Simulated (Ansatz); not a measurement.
# Property card for SiNi$_{2}$

Level of theory: Ansatz, DFT r2SCAN, scalar-relativistic, plane waves, PAW.

Plane waves to 500 eV, a k mesh through Γ of 12×12×8 on the computed 6-atom cell and Gaussian smearing (0.10 eV); no spin polarisation.

The structure is relaxed at this level of theory with its symmetry kept. Whether it is the stable form of this composition wasn't checked.

```
CELL_PARAMETERS angstrom
3.86955 0.00000 0.00000
-1.93477 3.35112 0.00000
0.00000 0.00000 4.92681
ATOMIC_POSITIONS crystal
Si 0.33333 0.66667 0.75000
Si 0.66667 0.33333 0.25000
Ni 0.00000 0.00000 0.00000
Ni 0.00000 0.00000 0.50000
Ni 0.33333 0.66667 0.25000
Ni 0.66667 0.33333 0.75000
```

| Quantity | Value |
| --- | --- |
| Space group | P6_3/mmc (No. 194) |
| Volume per atom | 10.65 Å³ |
| Formation energy from the elements' standard states (uncorrected) | -0.479 eV/atom |
| Generalised Kohn–Sham band gap | none (metal) |
| Density of states at the Fermi level | 3.27 states/eV per cell |
| Löwdin character within 0.5 eV of the Fermi level | Ni 3d 72 %, Si 3p 19 % |
| Bulk modulus | 224 GPa |
| Its pressure derivative | 4.8 |
| Bader charges (e) | Si (2 in the cell) 0.60, Ni (2 in the cell) -0.02, Ni (2 in the cell) -0.58 |

A ferromagnetic start lost its moments in a first run, so spin was left out; other magnetic orders weren't tried.